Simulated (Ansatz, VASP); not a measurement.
## Be2C3 in VASP and in Ansatz

```
Be C
1.0
     0.00000    3.85477    3.85477
     3.85477    0.00000    3.85477
     3.85477    3.85477    0.00000
Be C
4 6
Direct
  0.50000 0.50000 0.50000
  0.25000 0.25000 0.25000
  0.75000 0.75000 0.75000
  0.00000 0.00000 0.00000
  0.28878 0.71122 0.71122
  0.71122 0.28878 0.28878
  0.71122 0.28878 0.71122
  0.28878 0.71122 0.28878
  0.71122 0.71122 0.28878
  0.28878 0.28878 0.71122
```

Alike in both runs: task relaxation of cell and atoms; functional PBE; k mesh 4 × 4 × 4; occupations gaussian, width 0.1 eV; no spin polarisation.

```csv
,VASP,Ansatz
version,VASP 6.6.1,Ansatz 0.2.0
potentials or method,"VASP PAW PBE potentials, release 64 (Be, C)","scalar-relativistic, plane waves, PAW"
plane-wave cutoff (eV),600,420
valence electrons in the cell,32,32
```

|  | VASP | Ansatz | Ansatz less VASP |
| --- | --- | --- | --- |
| gap on the k mesh at the Fermi level, each at its own relaxed structure (eV) | none | none | - |
| relaxed volume (Å³/atom) | 8.55 | 8.55 | +0.001 |
| relaxed cell length with the largest relative difference (Å) | 4.945 | 4.945 | +0.0002 |
| energy change over the relaxation (meV/atom) | -467 | -465 | +2.2 |

A gap of «none» marks a metal or a gap that the smearing closes.

Caveats: the volume moved by over 15 % at a fixed basis, so the end points are rough (VASP).
